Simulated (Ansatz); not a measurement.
Set up this calculation in Ansatz 0.2.0, as the native input.

- Task: band structure
- Functional: r2SCAN
- Potentials or basis: Ansatz PAW
- Cutoff: 500 eV (not typed: the program's choice for these potentials)
- k mesh: 12 × 12 × 12
- Occupations: fermi-dirac, width 0.05 eV
- Spin: no spin polarisation
- Path: [["G", "X", "Y", "S", "G", "Z", "S1", "N", "P", "Y1", "Z"], ["X", "P"]]
- Points for each segment of the path: 14

Si2W:

```
W Si
1.0
    -1.60690    1.60690    3.91495
     1.60690   -1.60690    3.91495
     1.60690    1.60690   -3.91495
W Si
1 2
Direct
  0.00000 0.00000 0.00000
  0.66530 0.66530 0.00000
  0.33470 0.33470 0.00000
```

One way to write it, as run:

input.yaml

```yaml
crystal:
  lattice:
    - [-1.6069, 1.6069, 3.91495]
    - [1.6069, -1.6069, 3.91495]
    - [1.6069, 1.6069, -3.91495]
  atoms:
    - { symbol: W, position: [0.0, 0.0, 0.0] }
    - { symbol: Si, position: [0.6653, 0.6653, 0.0] }
    - { symbol: Si, position: [0.3347, 0.3347, 0.0] }
hamiltonian:
  xc: r2scan
  pseudopotentials: { kind: paw }
kpoints:
  mp_grid: { grid: [12, 12, 12] }
  band_path:
    path:
      - [[0.0, 0.0, 0.0], [0.0, 0.0, 0.5], [-0.084235521, 0.084235521, 0.5], [-0.2921177605, 0.2921177605, 0.2921177605], [0.0, 0.0, 0.0], [0.5, 0.5, -0.5], [0.2921177605, 0.7078822395, -0.2921177605], [0.0, 0.5, 0.0], [0.25, 0.25, 0.25], [0.5, 0.5, -0.084235521], [0.5, 0.5, -0.5]]
      - [[0.0, 0.0, 0.5], [0.25, 0.25, 0.25]]
    npoints: 14
scf:
  occupations: { method: fermi_dirac, width: 0.05 }
  n_extra_bands: 7
output:
  forces: true
  stress: true
  eigenvalues: true
  fatbands: false
  write_density: true
  write_potential: true
  elf: true
  volumetric_format: npy
```

Potentials or basis: Ansatz PAW.

Launch:

```sh
$ ansatz run input.yaml --threads 2 --pin off --max-ram 5632MiB --backend cpu --events-out ev --progress --plain --runs-dir out
```

Results of the run:

| Item | Value |
| --- | --- |
| Pressure | -1.2 GPa |
| Largest force | 0.020 eV/Å |
| Band gap on the k mesh | none (metal or under the smearing width) |

Caveat: spin-orbit coupling is left out, which moves the levels of the heavy elements; the PAW data sets come from PBE, with cores solved anew for the run's functional, which leaves a small shift of forces and pressure.

Wall time 15 s on 2 threads of Arm Neoverse V2, with other jobs on the host, peak memory 0.62 GiB.
